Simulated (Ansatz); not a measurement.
Bi under changes of volume

One of the cells (34.026 Å³/atom); the others are scaled copies at fixed shape and fractional positions:

```
Bi
1.0
     3.48860   -3.13258    0.00000
     3.48860    3.13258    0.00000
    -1.26023    0.00000    3.11355
Bi
2
Direct
  0.75306 0.75306 0.85738
  0.24694 0.24694 0.14262
```

This isn't the form of Bi at room conditions, which is rhombohedral.

| Quantity | Value |
| --- | --- |
| Program | Ansatz 0.2.0 |
| Functional | PBEsol |
| Potentials or basis | all-electron LAPW, scalar-relativistic |
| Cutoff | 205 eV (chosen from the basis error) |
| Basis error allowed | 0.0005 eV/atom |
| k mesh | 6 × 6 × 9 |
| Occupations | fermi-dirac, width 0.05 eV |
| Spin | no spin polarisation |

| volume (Å³/atom) | energy over the lowest point (meV/atom) | pressure (GPa) | largest force (eV/Å) |
| --- | --- | --- | --- |
| 31.984 | 0.48 | 0.7 | 0.032 |
| 32.665 | 0.00 | -0.5 | 0.007 |
| 33.345 | 4.26 | -1.5 | 0.031 |
| 34.026 | 12.73 | -2.4 | 0.059 |
| 34.706 | 24.94 | -3.3 | 0.085 |
| 35.387 | 40.45 | -4.0 | 0.110 |
| 36.067 | ? | ? | ? |

Q: What does the run at 36.067 Å³/atom give?

A: Energy over the lowest point 58.90 meV/atom; pressure -4.6 GPa; largest force 0.133 eV/Å.

Worked out: A Birch-Murnaghan fit of order 3 (a polynomial in V^(-2/3)) to the other rows has its minimum at 32.39 Å³/atom with B0 = V·E''(V) = 56 GPa and B' = 4.7 at fixed shape and positions, which overstates the stiffness. It gives 58.88 meV/atom at 36.067 Å³/atom, against the run's 58.90, and -dE/dV = -4.7 GPa, against -4.6.

Energies are extrapolated to zero smearing.
